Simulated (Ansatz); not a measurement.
Input of an Ansatz 0.2.0 run:

File input.yaml:

```yaml
crystal:
  lattice:
    - [0.0, 2.04275, 2.04275]
    - [2.04275, 0.0, 2.04275]
    - [2.04275, 2.04275, 0.0]
  atoms:
    - { symbol: Ag, position: [0.0, 0.0, 0.0] }
kpoints:
  mp_grid: { grid: [7, 7, 7] }
scf:
  occupations: { method: fermi_dirac, width: 0.04 }
hamiltonian:
  xc: pbe
  pseudopotentials: { kind: all_electron, lapw: { basis_error: 0.003 } }
output:
  forces: true
  stress: true
  eigenvalues: true
```

Potentials or basis: all-electron LAPW, scalar-relativistic.

The run is started by

```console
$ ansatz run input.yaml --threads 1 --pin off --max-ram 2560MiB --backend cpu --events-out ev --progress --plain --runs-dir out
```

Question: Estimate the band gap on the k mesh.

Answer: None (metal or under the smearing width).

Question: What does it give for the pressure?

Answer: 4.3 GPa.

Caveat: the k mesh is coarse (spacing up to 0.38 Å⁻¹), so the values aren't converged.
